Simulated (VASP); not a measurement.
# CdTe (F-43m) in VASP: a series of runs, part 3 of 3

VASP 6.6.1. The steps go on from the part before.

## 5. Single point, PBEsol-based screened hybrid

This run uses another cell than the first one, of 33.58 Å³/atom, 1.020 times its volume.

POSCAR

```
CdTe
1.0
    0.0000000000      3.2262257841      3.2262257841
    3.2262257841      0.0000000000      3.2262257841
    3.2262257841      3.2262257841      0.0000000000
Te Cd
1 1
Direct
    0.7500000000      0.7500000000      0.7500000000
    0.0000000000      0.0000000000      0.0000000000
```

INCAR.step1

```
SYSTEM = CdTe
PREC = Accurate
ENCUT = 520
EDIFF = 1E-5
ISMEAR = -1
SIGMA = 0.05
LREAL = .FALSE.
LASPH = .TRUE.
NELM = 100
ALGO = Normal
ISIF = 2
LWAVE = .TRUE.
LCHARG = .FALSE.
GGA = PE
NBANDS = 16
```

INCAR.step2

```
SYSTEM = CdTe
PREC = Accurate
ENCUT = 520
EDIFF = 1E-6
ISMEAR = -1
SIGMA = 0.05
LREAL = .FALSE.
LASPH = .TRUE.
NELM = 100
ALGO = Normal
ISIF = 2
LWAVE = .FALSE.
LCHARG = .FALSE.
GGA = PS
LHFCALC = .TRUE.
AEXX = 0.25
HFSCREEN = 0.207
PRECFOCK = Normal
ISTART = 1
NBANDS = 16
```

KPOINTS

```
Automatic mesh
0
G
  4 4 4
  0 0 0
```

Potentials or basis: VASP PAW PBE potentials, release 64 (Te, Cd).

On the command line:

```console
cat potpaw_PBE.64/Te/POTCAR potpaw_PBE.64/Cd/POTCAR > POTCAR
cp INCAR.step1 INCAR
mpirun -np 1 vasp_std > vasp.out
cp INCAR.step2 INCAR
mpirun -np 1 vasp_std > vasp.out
```

OUTCAR:

```text
SYSTEM = CdTe
   PREC = Accurate
   ENCUT = 520
   EDIFF = 1E-6
   ISMEAR = -1
   LREAL = .FALSE.
   LASPH = .TRUE.
   NELM = 100
   ISIF = 2
   GGA = PS
   LHFCALC = .TRUE.
   AEXX = 0.25
   HFSCREEN = 0.207
   PRECFOCK = Normal
   ISTART = 1

 ion  position               nearest neighbor table
   1  0.750  0.750  0.750-   2 2.79   2 2.79   2 2.79   2 2.79
   2  0.000  0.000  0.000-   1 2.79   1 2.79   1 2.79   1 2.79

  LATTYP: Found a face centered cubic cell.
 ALAT       =     6.4524515682

  Lattice vectors:

 A1 = (   0.0000000000,   3.2262257841,   3.2262257841)
 A2 = (   3.2262257841,   0.0000000000,   3.2262257841)
 A3 = (   3.2262257841,   3.2262257841,   0.0000000000)

Analysis of symmetry for initial positions (statically):
=====================================================================
 Subroutine PRICEL returns:
 Original cell was already a primitive cell.

 Routine SETGRP: Setting up the symmetry group for a
 face centered cubic supercell.

 Subroutine GETGRP returns: Found 24 space group operations
[... 152 lines left out ...]
  free energy    TOTEN  =        -6.45585424 eV

  energy without entropy =       -6.45585421  energy(sigma->0) =       -6.45585423

 E-fermi :   2.6439     XC(G=0):  -7.3551

 val. band max:        1.8778868476   @ k =   0.0000   0.0000   0.0000
 cond. band min:       3.3551802128   @ k =   0.0000   0.0000   0.0000
 fundamental gap:      1.4772933652
 Fermi energy:         2.6439396965

 k-point     1 :       0.0000    0.0000    0.0000
  band No.  band energies     occupation
      1     -10.3803      2.00000
      2      -7.7557      2.00000
      3      -7.7557      2.00000
      4      -7.7557      2.00000
      5      -7.4795      2.00000
      6      -7.4795      2.00000
[... 129 lines left out ...]
      3      -7.6200      2.00000
      4      -7.5120      2.00000
      5      -7.4793      2.00000
      6      -6.7501      2.00000
[... 8 lines left out ...]
     15      14.1948      0.00000
     16      14.2311      0.00000

------------------------ aborting loop because EDIFF is reached ----------------------------------------

  FORCE on cell =-STRESS in cart. coord.  units (eV):
  Direction    XX          YY          ZZ          XY          YZ          ZX
  --------------------------------------------------------------------------------------
  -------------------------------------------------------------------------------------
  Total        0.3103997      0.3103997      0.3103997     -0.0000000      0.0000000     -0.0000000
  in kB        7.4048735      7.4048735      7.4048735     -0.0000000      0.0000000     -0.0000000
  external PRESSURE =       7.4048735 kB  Pullay stress =       0.0000000 kB

 VOLUME and BASIS-vectors are now :
 -----------------------------------------------------------------------------
  energy-cutoff  :      520.00
  volume of cell :       67.16
      direct lattice vectors                 reciprocal lattice vectors
     0.000000000  3.226225784  3.226225784    -0.154979854  0.154979854  0.154979854
     3.226225784  0.000000000  3.226225784     0.154979854 -0.154979854  0.154979854
     3.226225784  3.226225784  0.000000000     0.154979854  0.154979854 -0.154979854

 POSITION                                       TOTAL-FORCE (eV/Angst)
 -----------------------------------------------------------------------------------
      4.83934      4.83934      4.83934        -0.000000     -0.000000     -0.000000
      0.00000      0.00000      0.00000         0.000000      0.000000      0.000000
 -----------------------------------------------------------------------------------
    total drift:                                0.000019      0.000015      0.000011

  FREE ENERGIE OF THE ION-ELECTRON SYSTEM (eV)
  ---------------------------------------------------
  free  energy   TOTEN  =        -6.4558542423 eV

  energy  without entropy=       -6.4558542095  energy(sigma->0) =       -6.45585423
```

OUTCAR.step1:

```text
SYSTEM = CdTe
   PREC = Accurate
   ENCUT = 520
   EDIFF = 1E-5
   ISMEAR = -1
   LREAL = .FALSE.
[... 355 lines left out ...]
      4.83934      4.83934      4.83934         0.000000      0.000000      0.000000
      0.00000      0.00000      0.00000        -0.000000     -0.000000     -0.000000
 -----------------------------------------------------------------------------------
    total drift:                                0.000000      0.000000      0.000000

  FREE ENERGIE OF THE ION-ELECTRON SYSTEM (eV)
  ---------------------------------------------------
  free  energy   TOTEN  =        -4.6947565317 eV

  energy  without entropy=       -4.6947402222  energy(sigma->0) =       -4.69474838
```

OSZICAR.step1:

```text
N       E                     dE             d eps       ncg     rms          rms(c)
DAV:   1     0.105204591039E+03    0.10520E+03   -0.85164E+03   256   0.994E+02
DAV:   2    -0.121789847444E+01   -0.10642E+03   -0.10084E+03   312   0.238E+02
DAV:   3    -0.490241205866E+01   -0.36845E+01   -0.36807E+01   312   0.468E+01
DAV:   4    -0.493757288016E+01   -0.35161E-01   -0.35159E-01   408   0.398E+00
DAV:   5    -0.493764153634E+01   -0.68656E-04   -0.68656E-04   320   0.166E-01    0.573E+00
DAV:   6    -0.471058327653E+01    0.22706E+00   -0.38773E-01   296   0.751E+00    0.468E+00
DAV:   7    -0.469310060408E+01    0.17483E-01   -0.12078E-01   312   0.223E+00    0.179E+00
DAV:   8    -0.469421979807E+01   -0.11192E-02   -0.11877E-02   256   0.123E+00    0.518E-01
DAV:   9    -0.469462469537E+01   -0.40490E-03   -0.94273E-04   304   0.319E-01    0.125E-01
DAV:  10    -0.469470941068E+01   -0.84715E-04   -0.12581E-04   312   0.990E-02    0.551E-02
DAV:  11    -0.469475785278E+01   -0.48442E-04   -0.89610E-05   272   0.595E-02    0.360E-02
DAV:  12    -0.469475653173E+01    0.13211E-05   -0.35055E-06   248   0.158E-02
   1 F= -.46947565E+01 E0= -.46947484E+01  d E =-.163095E-04
```

Wall time 9.5 min (1 thread of AMD EPYC 7R43 (Zen 3), shared host); peak memory 0.28 GiB.

What came out:

| Item | Value |
| --- | --- |
| Free energy | -6.4559 eV |
| Pressure | 0.7 GPa |
| Band gap on the k mesh | 1.48 eV, direct |

Caveat: the k points lie up to 0.42 Å⁻¹ apart; the PAW data sets were made with another functional, which shifts forces and pressure a little; spin-orbit coupling is left out, which moves the levels of the heavy elements.

## 6. Summary

| task | level | potentials or basis | cell | k mesh | cutoff (eV) | smearing | grid for exact exchange (PRECFOCK) | share of exact exchange | screening parameter | gap on the mesh (eV) | pressure (GPa) |
| --- | --- | --- | --- | --- | --- | --- | --- | --- | --- | --- | --- |
| relaxation of cell and atoms | LDA | VASP PAW LDA potentials, release 64 (Te, Cd) | relaxed to 2 GPa from a = 4.533 Å, angles 60.0°, 2 atoms | 7 × 7 × 7 | 600 | fermi-dirac 0.05 eV | - | - | - | 0.76 | 2.0 |
| single point | SVWN5 | VASP PAW PBE potentials, release 64 (Te, Cd) | a = 4.533 Å, angles 60.0°, 2 atoms | 7 × 7 × 7 | 500 | gaussian 0.01 eV | - | - | - | 0.62 | 0.2 |
| single point | PBEsol-based screened hybrid | VASP PAW PBE potentials, release 64 (Te, Cd) | a = 4.533 Å, angles 60.0°, 2 atoms | 4 × 4 × 4 | 520 | fermi-dirac 0.05 eV | Normal | 0.25 | 0.207 1/Å | 1.54 | 1.7 |
| single point | PBEsol-based screened hybrid | VASP PAW PBE potentials, release 64 (Te, Cd) | a = 4.563 Å, angles 60.0°, 2 atoms | 4 × 4 × 4 | 520 | fermi-dirac 0.05 eV | Normal | 0.25 | 0.207 1/Å | 1.48 | 0.7 |

Alike in all rows: no spin polarisation.

Caveats: some runs use coarse meshes; spin-orbit coupling is left out, which moves the levels of the heavy elements; the PAW data sets were made with another functional, which shifts forces and pressure a little (some runs); the cell is relaxed towards a set pressure, so the enthalpy falls and the energy may rise (some runs).

Total energies depend on the potentials used, so only differences within one code and one set of settings carry meaning.

## 7. Against experiment

Step 3. A measured gap of CdTe is 1.607 eV (0 K; a printed reference work, data compilation); the calculated 0.62 eV misses it by -0.99 eV. Spin-orbit coupling on Cd, Te is left out. The value is that of SVWN5, without temperature or zero-point motion.
